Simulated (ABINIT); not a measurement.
# Beyond one shot: CaSe (Fm-3m), part 2 of 2

Wanted: G0W0 and self-consistent gaps of CaSe (Fm-3m), with the cost of the cycles.

ABINIT 10.8.3; LDA and many-body steps on it, plane waves. Known limits of the many-body steps: not at the basis limit; no spin-orbit coupling; coarse k mesh.

So far. Step 17 (QSGW, cycle 5): Against the cycle before, the gap moves by −0.060 eV.

The database entry behind the starting cell differs from later determinations by our own check (0.1 to 0.3 % short, probably kX units), so it need not match the best structure at ambient conditions.

### Step 19. Screening, 4×4×4 mesh, 56 bands, screening to 108.8 eV

This step: RPA screening on LDA from quasiparticle energies and orbitals, plane waves, norm-conserving pseudopotentials.

run.abi reads:

```
acell 3*1.0 Angstrom
rprim 
  -0.000000000000 2.956000000000 2.956000000000
  2.956000000000 -0.000000000000 2.956000000000
  2.956000000000 2.956000000000 -0.000000000000
ntypat 2
znucl 20 34
natom 2
typat 1 2
xred 
  0.000000000000 0.000000000000 0.000000000000
  0.500000000000 0.500000000000 0.500000000000
pp_dirpath "pseudos"
pseudos "Ca.upf, Se.upf"
ecut 48
ngkpt 4 4 4
nshiftk 1
shiftk 0 0 0
kptopt 1
chksymbreak 0
istwfk *1
occopt 1
irdwfk 1
optdriver 3
nband 56
ecuteps 4
inclvkb 2
awtr 1
symchi 1
irdqps 1
gwcalctyp 28
nqptdm 7
qptdm 
  0.2500000000 0.0000000000 0.0000000000
  0.5000000000 0.0000000000 0.0000000000
  0.2500000000 0.2500000000 0.0000000000
  0.5000000000 0.2500000000 0.0000000000
  -0.2500000000 0.2500000000 0.0000000000
  0.5000000000 0.5000000000 0.0000000000
  -0.2500000000 0.5000000000 0.2500000000
indata_prefix "in"
outdata_prefix "out"
tmpdata_prefix "tmp"
```

mrgscr.stdin reads:

```
2
merged
q0_SCR
out_SCR
1
```

On the command line:

```console
$ OMP_NUM_THREADS=1 mpirun -n 4 abinit run.abi > log; mrgscr < mrgscr.stdin
```

Wall time 11 s (4 MPI ranks of Arm Neoverse V2, shared host); peak memory 0.85 GiB; 45 s of CPU time.

This step gave:

- plasma frequency: 30.12 eV
- plane waves in the screening matrix: 137

This screening reads the quasiparticle levels of the cycle before.

### Step 20. QSGW, cycle 6

This step: QSGW on LDA, plane waves, norm-conserving pseudopotentials.

Changes to run.abi since step 19:

```diff
@@ -23,12 +23,10 @@
 irdwfk 1
-optdriver 3
+optdriver 4
 nband 56
-ecuteps 4
-inclvkb 2
-awtr 1
-symchi 1
-irdqps 1
 gwcalctyp 28
-nqptdm 7
-qptdm 
+ecutsigx 48
+symsigma 0
+nkptgw 8
+kptgw 
+  0.0000000000 0.0000000000 0.0000000000
   0.2500000000 0.0000000000 0.0000000000
@@ -40,2 +38,16 @@
   -0.2500000000 0.5000000000 0.2500000000
+bdgw 
+  15 23
+  15 23
+  15 23
+  15 23
+  15 23
+  15 23
+  15 23
+  15 23
+ecuteps 4
+irdscr 1
+ppmodel 1
+irdqps 1
+rhoqpmix 0.3
 indata_prefix "in"
```

On the command line:

```console
$ OMP_NUM_THREADS=1 mpirun -n 4 abinit run.abi > log
```

The job ended after 67 s (4 MPI ranks; peak memory 1.5 GiB).

This step gave:

* quasiparticle gap on the mesh: 3.682 eV
* gap of the density functional on the mesh: 1.874 eV
* k of the valence top: 0, 0, 0
* k of the conduction bottom: 0.5, 0.5, 0
* least direct quasiparticle gap on the computed points: 4.631 eV

Against the cycle before, the gap moves by −0.037 eV.

### Step 21. Screening, 4×4×4 mesh, 56 bands, screening to 108.8 eV

This step: RPA screening on LDA, plane waves, norm-conserving pseudopotentials.

run.abi reads:

```
acell 3*1.0 Angstrom
rprim 
  -0.000000000000 2.956000000000 2.956000000000
  2.956000000000 -0.000000000000 2.956000000000
  2.956000000000 2.956000000000 -0.000000000000
ntypat 2
znucl 20 34
natom 2
typat 1 2
xred 
  0.000000000000 0.000000000000 0.000000000000
  0.500000000000 0.500000000000 0.500000000000
pp_dirpath "pseudos"
pseudos "Ca.upf, Se.upf"
ecut 48
ngkpt 4 4 4
nshiftk 1
shiftk 0 0 0
kptopt 1
chksymbreak 0
istwfk *1
occopt 1
irdwfk 1
optdriver 3
nband 56
ecuteps 4
inclvkb 2
awtr 1
symchi 1
gwcalctyp 28
mbpt_sciss 2.081 eV
nqptdm 1
qptdm 
  0 0 0
indata_prefix "in"
outdata_prefix "out"
tmpdata_prefix "tmp"
```

The job ended after 4.9 s (4 MPI ranks; peak memory 0.68 GiB).

Numbers from this step:

| Property | Result |
| --- | --- |
| ε∞ with local fields, on this mesh, along the program's q direction | 4.798 |
| the same without local fields | 5.436 |
| plasma frequency | 30.12 eV |
| plane waves in the screening matrix | 137 |

This screening uses the functional's bands under a rigid shift, the mean opening of the cycle before.

### Step 22. Screening, 4×4×4 mesh, 56 bands, screening to 108.8 eV

This step: RPA screening on LDA from quasiparticle energies and orbitals, plane waves, norm-conserving pseudopotentials.

Changes to run.abi since step 21:

```diff
@@ -29,7 +29,13 @@
 symchi 1
+irdqps 1
 gwcalctyp 28
-mbpt_sciss 2.081 eV
-nqptdm 1
+nqptdm 7
 qptdm 
-  0 0 0
+  0.2500000000 0.0000000000 0.0000000000
+  0.5000000000 0.0000000000 0.0000000000
+  0.2500000000 0.2500000000 0.0000000000
+  0.5000000000 0.2500000000 0.0000000000
+  -0.2500000000 0.2500000000 0.0000000000
+  0.5000000000 0.5000000000 0.0000000000
+  -0.2500000000 0.5000000000 0.2500000000
 indata_prefix "in"
```

mrgscr.stdin is that of step 19.

On the command line:

```console
$ OMP_NUM_THREADS=1 mpirun -n 4 abinit run.abi > log; mrgscr < mrgscr.stdin
```

Elapsed: 11 s, on 4 MPI ranks; peak memory 0.85 GiB; 46 s of CPU time.

Numbers from this step:

| Property | Result |
| --- | --- |
| plasma frequency | 30.12 eV |
| plane waves in the screening matrix | 137 |

This screening reads the quasiparticle levels of the cycle before.

### Step 23. QSGW, cycle 7

This step: QSGW on LDA, plane waves, norm-conserving pseudopotentials.

Changes to run.abi since step 22:

```diff
@@ -23,12 +23,10 @@
 irdwfk 1
-optdriver 3
+optdriver 4
 nband 56
-ecuteps 4
-inclvkb 2
-awtr 1
-symchi 1
-irdqps 1
 gwcalctyp 28
-nqptdm 7
-qptdm 
+ecutsigx 48
+symsigma 0
+nkptgw 8
+kptgw 
+  0.0000000000 0.0000000000 0.0000000000
   0.2500000000 0.0000000000 0.0000000000
@@ -40,2 +38,16 @@
   -0.2500000000 0.5000000000 0.2500000000
+bdgw 
+  15 23
+  15 23
+  15 23
+  15 23
+  15 23
+  15 23
+  15 23
+  15 23
+ecuteps 4
+irdscr 1
+ppmodel 1
+irdqps 1
+rhoqpmix 0.3
 indata_prefix "in"
```

On the command line:

```console
$ OMP_NUM_THREADS=1 mpirun -n 4 abinit run.abi > log
```

It took 67 s on 4 MPI ranks; peak memory 1.5 GiB; 4.5 min of CPU time.

This step gave:

- quasiparticle gap on the mesh: 3.662 eV
- gap of the density functional on the mesh: 1.874 eV
- k of the valence top: 0, 0, 0
- k of the conduction bottom: 0.5, 0.5, 0
- least direct quasiparticle gap on the computed points: 4.616 eV

Against the cycle before, the gap moves by −0.020 eV.

### Step 24. Screening, 4×4×4 mesh, 56 bands, screening to 108.8 eV

This step: RPA screening on LDA, plane waves, norm-conserving pseudopotentials.

run.abi reads:

```
acell 3*1.0 Angstrom
rprim 
  -0.000000000000 2.956000000000 2.956000000000
  2.956000000000 -0.000000000000 2.956000000000
  2.956000000000 2.956000000000 -0.000000000000
ntypat 2
znucl 20 34
natom 2
typat 1 2
xred 
  0.000000000000 0.000000000000 0.000000000000
  0.500000000000 0.500000000000 0.500000000000
pp_dirpath "pseudos"
pseudos "Ca.upf, Se.upf"
ecut 48
ngkpt 4 4 4
nshiftk 1
shiftk 0 0 0
kptopt 1
chksymbreak 0
istwfk *1
occopt 1
irdwfk 1
optdriver 3
nband 56
ecuteps 4
inclvkb 2
awtr 1
symchi 1
gwcalctyp 28
mbpt_sciss 2.064 eV
nqptdm 1
qptdm 
  0 0 0
indata_prefix "in"
outdata_prefix "out"
tmpdata_prefix "tmp"
```

Elapsed: 4.8 s, on 4 MPI ranks; peak memory 0.68 GiB; 19 s of CPU time.

This step gave:

```
ε∞ with local fields, on this mesh, along the program's q direction : 4.806
the same without local fields                                       : 5.446
plasma frequency                                                    : 30.12 eV
plane waves in the screening matrix                                 : 137
```

This screening uses the functional's bands under a rigid shift, the mean opening of the cycle before.

### Step 25. Screening, 4×4×4 mesh, 56 bands, screening to 108.8 eV

This step: RPA screening on LDA from quasiparticle energies and orbitals, plane waves, norm-conserving pseudopotentials.

Changes to run.abi since step 24:

```diff
@@ -29,7 +29,13 @@
 symchi 1
+irdqps 1
 gwcalctyp 28
-mbpt_sciss 2.064 eV
-nqptdm 1
+nqptdm 7
 qptdm 
-  0 0 0
+  0.2500000000 0.0000000000 0.0000000000
+  0.5000000000 0.0000000000 0.0000000000
+  0.2500000000 0.2500000000 0.0000000000
+  0.5000000000 0.2500000000 0.0000000000
+  -0.2500000000 0.2500000000 0.0000000000
+  0.5000000000 0.5000000000 0.0000000000
+  -0.2500000000 0.5000000000 0.2500000000
 indata_prefix "in"
```

mrgscr.stdin is that of step 22.

On the command line:

```console
$ OMP_NUM_THREADS=1 mpirun -n 4 abinit run.abi > log; mrgscr < mrgscr.stdin
```

It took 11 s on 4 MPI ranks; peak memory 0.85 GiB.

Numbers from this step:

| Property | Result |
| --- | --- |
| plasma frequency | 30.12 eV |
| plane waves in the screening matrix | 137 |

This screening reads the quasiparticle levels of the cycle before.

### Step 26. QSGW, cycle 8

This step: QSGW on LDA, plane waves, norm-conserving pseudopotentials.

Changes to run.abi since step 25:

```diff
@@ -23,12 +23,10 @@
 irdwfk 1
-optdriver 3
+optdriver 4
 nband 56
-ecuteps 4
-inclvkb 2
-awtr 1
-symchi 1
-irdqps 1
 gwcalctyp 28
-nqptdm 7
-qptdm 
+ecutsigx 48
+symsigma 0
+nkptgw 8
+kptgw 
+  0.0000000000 0.0000000000 0.0000000000
   0.2500000000 0.0000000000 0.0000000000
@@ -40,2 +38,16 @@
   -0.2500000000 0.5000000000 0.2500000000
+bdgw 
+  15 23
+  15 23
+  15 23
+  15 23
+  15 23
+  15 23
+  15 23
+  15 23
+ecuteps 4
+irdscr 1
+ppmodel 1
+irdqps 1
+rhoqpmix 0.3
 indata_prefix "in"
```

On the command line:

```console
$ OMP_NUM_THREADS=1 mpirun -n 4 abinit run.abi > log
```

Wall time 67 s (4 MPI ranks); peak memory 1.5 GiB.

This step gave:

```
quasiparticle gap on the mesh                         : 3.652 eV
gap of the density functional on the mesh             : 1.874 eV
k of the valence top                                  : 0, 0, 0
k of the conduction bottom                            : 0.5, 0.5, 0
least direct quasiparticle gap on the computed points : 4.609 eV
```

Against the cycle before, the gap moves by −0.010 eV.

### Step 27. The runs together

Times are wall times on 4 MPI ranks of Arm Neoverse V2, shared host, good to a factor of about two. A run's time includes the screening step that it read.

| run | mesh | bands | screening cutoff (eV) | DFT gap (eV) | gap on the mesh (eV) | direct (eV) | ε∞ used | time |
| --- | --- | --- | --- | --- | --- | --- | --- | --- |
| G0W0 | 4×4×4 | 56 | 108.8 | 1.874 | 3.169 | 4.189 | 6.27 | 19 s |
| QSGW, cycle 1 | 4×4×4 | 56 | 108.8 | 1.874 | 3.455 | 4.424 | 6.27 | 80 s |
| QSGW, cycle 2 | 4×4×4 | 56 | 108.8 | 1.874 | 3.836 | 4.707 | 4.91 | 84 s |
| QSGW, cycle 3 | 4×4×4 | 56 | 108.8 | 1.874 | 3.845 | 4.742 | 4.74 | 83 s |
| QSGW, cycle 4 | 4×4×4 | 56 | 108.8 | 1.874 | 3.779 | 4.701 | 4.73 | 84 s |
| QSGW, cycle 5 | 4×4×4 | 56 | 108.8 | 1.874 | 3.719 | 4.658 | 4.76 | 84 s |
| QSGW, cycle 6 | 4×4×4 | 56 | 108.8 | 1.874 | 3.682 | 4.631 | 4.78 | 83 s |
| QSGW, cycle 7 | 4×4×4 | 56 | 108.8 | 1.874 | 3.662 | 4.616 | 4.80 | 84 s |
| QSGW, cycle 8 | 4×4×4 | 56 | 108.8 | 1.874 | 3.652 | 4.609 | 4.81 | 83 s |

### Step 28. Outcome

- G0W0: 3.169 eV
- QSGW, cycle 1: 3.455 eV
- QSGW, cycle 2: 3.836 eV
- QSGW, cycle 3: 3.845 eV
- QSGW, cycle 4: 3.779 eV
- QSGW, cycle 5: 3.719 eV
- QSGW, cycle 6: 3.682 eV
- QSGW, cycle 7: 3.662 eV
- QSGW, cycle 8: 3.652 eV
- known limits: not at the basis limit; no spin-orbit coupling; coarse k mesh

What this shows: Only the bands that the input lists are updated; the others, empty or deep, keep the functional's energies or take a rigid shift. QSGW ends at 3.65 eV, +0.48 eV from G0W0, after 8 cycles that took 11 min beside the first screening; the last moved the gap by 0.010 eV. Bands and cutoff are finite, so the gap is not at the basis limit. The miss can reach some tenths of an eV and take either sign; the mesh is an error of its own. The 4×4×4 mesh is coarse for this cell, which bears on the long-range parts of exchange and screening. In the updated screening the q = 0 part is built from Kohn-Sham bands under a rigid shift, the other q from the quasiparticle levels. The many-body steps are scalar-relativistic: spin-orbit coupling is not in them.

[Paths, hosts, dates, memory and timing lines, banners, echoed tables and standing remarks are left out of the program output.]

[Logs are printed without paths, hosts, clocks, repeated set-up lines and the standing remarks that a program may print on its own settings, such as how far it seeks lower states.]

[Runs of the session that timed out or met a known fault of the program may be left out.]

[Hosts, paths, dates, database ids (printed as entryN), source tags and the programs' standing remarks are cut or masked in the printed files.]

[G0W0 gaps are taken among the corrected bands and points alone; a level outside them can change the order at an edge.]

[Where Ansatz stands beside ABINIT at settings called matched, ABINIT's density can come from a denser mesh and the files from another edition; pairs whose starting gaps differed by over 0.03 eV were left out, so agreement reads better than it is.]
